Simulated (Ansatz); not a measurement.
Si2W:

```
W Si
1.0
    -1.60690    1.60690    3.91495
     1.60690   -1.60690    3.91495
     1.60690    1.60690   -3.91495
W Si
1 2
Direct
  0.00000 0.00000 0.00000
  0.66530 0.66530 0.00000
  0.33470 0.33470 0.00000
```

Base run:

| Quantity | Value |
| --- | --- |
| Program | Ansatz 0.2.0 |
| Functional | PBEsol |
| Potentials or basis | all-electron LAPW, scalar-relativistic |
| Cutoff | 218 eV (chosen from the basis error) |
| Basis error allowed | 0.002 eV/atom |
| k mesh | 12 × 12 × 12 |
| Occupations | fermi-dirac, width 0.05 eV |
| Spin | no spin polarisation |
| Hubbard terms | W d U = 6 eV |

Its results: band gap on the k mesh none (metal or under the smearing width); pressure -2.9 GPa; largest force 0.381 eV/Å.

The run is repeated on the same cell with these changes: hubbard terms from W d U = 6 eV to W d U = 2 eV. What comes out?

Band gap on the k mesh none (metal or under the smearing width); pressure -2.4 GPa; largest force 0.084 eV/Å.

Caveats: U is the effective U less J, on atomic orbitals that reach past the spheres; U without spin polarisation on a metal has little footing; the U is typed as a test and isn't derived for this compound; the density of states is complete only up to the lowest level of the last band computed.
